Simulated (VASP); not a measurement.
Write the native input for VASP 6.6.1 that does the following.

```yaml
Task: single point
Functional: PBEsol
Potentials_or_basis: VASP PAW PBE potentials, release 64 (Ag)
Cutoff: 520 eV
k_mesh: 10 × 10 × 6
Occupations: fermi-dirac, width 0.05 eV
Spin: no spin polarisation
Ladder: free
Further_INCAR_settings: ALGO = Normal; EDIFF = 1e-07; NBANDS = 18
```

The structure of Ag lies in POSCAR:

```
Ag
1.0
    2.9300000000      0.0000000000      0.0000000000
   -1.4650000000      2.5374544331      0.0000000000
    0.0000000000      0.0000000000      4.7900000000
Ag
2
Direct
    0.6666666667      0.3333333333      0.7500000000
    0.3333333333      0.6666666667      0.2500000000
```

This isn't the form of Ag at room conditions, which is fcc.

One way to write it, as run:

INCAR

```
PREC = Accurate
ENCUT = 520
EDIFF = 1E-7
ISMEAR = -1
SIGMA = 0.05
LREAL = False
LASPH = True
NELM = 60
ALGO = Normal
ISIF = 2
LWAVE = False
LCHARG = False
GGA = PS
NBANDS = 18
```

KPOINTS

```
Automatic mesh
0
Gamma
  10 10 6
```

Potentials or basis: VASP PAW PBE potentials, release 64 (Ag).

Launch:

```bash
$ cat potpaw_PBE.64/Ag/POTCAR > POTCAR
$ mpirun -np 1 vasp_std > vasp.out
```

It gave:

The pressure is -6.3 GPa and the band gap on the k mesh is none (metal or under the smearing width).

Caveat: the PAW data sets were made with another functional, which shifts forces and pressure a little.

Wall time 20 s on 1 thread of Intel(R) Xeon(R) Platinum 8259CL CPU @ 2.50GHz (Skylake/Cascade Lake), with other jobs on the host, peak memory 0.17 GiB.
